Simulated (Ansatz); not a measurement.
# ZrSe2: the cell at several levels of theory, part 3 of 3

Ansatz 0.2.0, plane waves. The steps go on from the part before.

**4. Relaxing with PBE-D4**

The input, input.yaml:

```yaml
crystal:
  lattice:
    - [3.7454712323, 0.0, 0.0]
    - [-1.8727356162, 3.2436732363, 0.0]
    - [0.0, 0.0, 6.0123446626]
  atoms:
    - { symbol: Zr, position: [0.0, 0.0, 0.0] }
    - { symbol: Se, position: [0.3333333333, 0.6666666667, 0.2648201822] }
    - { symbol: Se, position: [0.6666666667, 0.3333333333, 0.7351798178] }
kpoints:
  mp_grid: { grid: [12, 12, 4] }
hamiltonian:
  xc: pbe
  dispersion: d4
scf:
  occupations: { method: fermi_dirac, width: 0.02 }
relax:
  f_tol: 0.005
  cell: {}
output:
  write_density: true
  write_potential: true
  elf: true
  volumetric_format: npy
```

On the command line:

```console
ansatz run input.yaml --threads 4 --pin off --max-ram 7372MiB --backend cpu --events-out ev --progress --plain --runs-dir out
```

The log of the run (excerpt; [...] marks lines left out):

```text
Warning: RAYON_NUM_THREADS=4 ignored (pool sized by the plan → 4); use --threads N
[...]
Pseudopotentials: kind: paw
Pseudopotential: Zr, paw, valence charge 12, recommended cutoff 420 eV (normal), Zr.paw.azcp
Pseudopotential: Se, paw, valence charge 16, recommended cutoff 420 eV (normal), Se.paw.azcp
Functional definition: PBE
[...]
Crystal: 3 atoms, lattice volume = 73.044 Å³
[...]
  cell:  # Å, volume = 74.7661 Å³
    - [3.752664001551963, 2.8922911458529745e-11, 2.589224036280451e-18]
    - [-1.8763320008010294, 3.2499023571969046, 1.1170393677445968e-32]
    - [4.156301396877918e-18, 2.399641730363423e-18, 6.130482917224591]
  atoms:
    - { symbol: Zr, position: [4.555488706039569e-35, -3.958331196574273e-35, -1.9235130090126235e-19] }
    - { symbol: Se, position: [0.3333333333333333, 0.6666666666666666, 0.26004901100866523] }
    - { symbol: Se, position: [0.6666666666666667, 0.33333333333333337, 0.7399509889913348] }
```

Run time: 12 s. Hardware: 4 threads of Arm Neoverse V1, shared host; peak memory 0.48 GiB.

The steps:

```
step  energy change (meV/atom)  largest force (eV/Å)  pressure (GPa)  volume (Å³/atom)
   1                       0.0                0.0012            0.56            24.348
   2                      -0.4                0.1008           -0.08            25.233
   3                      -0.9                0.0998           -0.58            25.018
   4                      -1.3                0.0034           -0.04            24.922
   5                      -1.4                0.0036           -0.04            24.922
```

Step 5 solves the same cell on a plane-wave basis chosen anew, so the energy can jump there without a move.

The table lists every geometry solved, with passes on a fresh basis, whose energies don't compare exactly with the rows above.

|  | before | after | change |
| --- | --- | --- | --- |
| a (Å) | 3.745 | 3.753 | +0.19 % |
| c (Å) | 6.012 | 6.130 | +1.96 % |
| volume (Å³/atom) | 24.348 | 24.922 | +2.36 % |
| shortest distance (Å) | 2.685 | 2.690 | +0.17 % |
| space group | P-3m1 | P-3m1 | same |

**5. The cells side by side**

This closing draws on all 3 parts.

```
       level  a (Å)  c (Å)  volume (Å³/atom)  space group  SCF geometries
  PBE-D3(BJ)  3.745  6.012            24.348        P-3m1               7
r2SCAN+rVV10  3.788  6.180            25.600        P-3m1               6
      PBE-D4  3.753  6.130            24.922        P-3m1               5
```

**Reading.** From the start to the first minimum the volume moved by -30.1 %. PBE-D3(BJ) gives the smallest cell and r2SCAN+rVV10 the largest; they differ by 5.1 % in volume, a mean of 1.7 % in length. The meshes differ: PBE-D3(BJ) 6×6×4, r2SCAN+rVV10 12×12×4, PBE-D4 12×12×4.
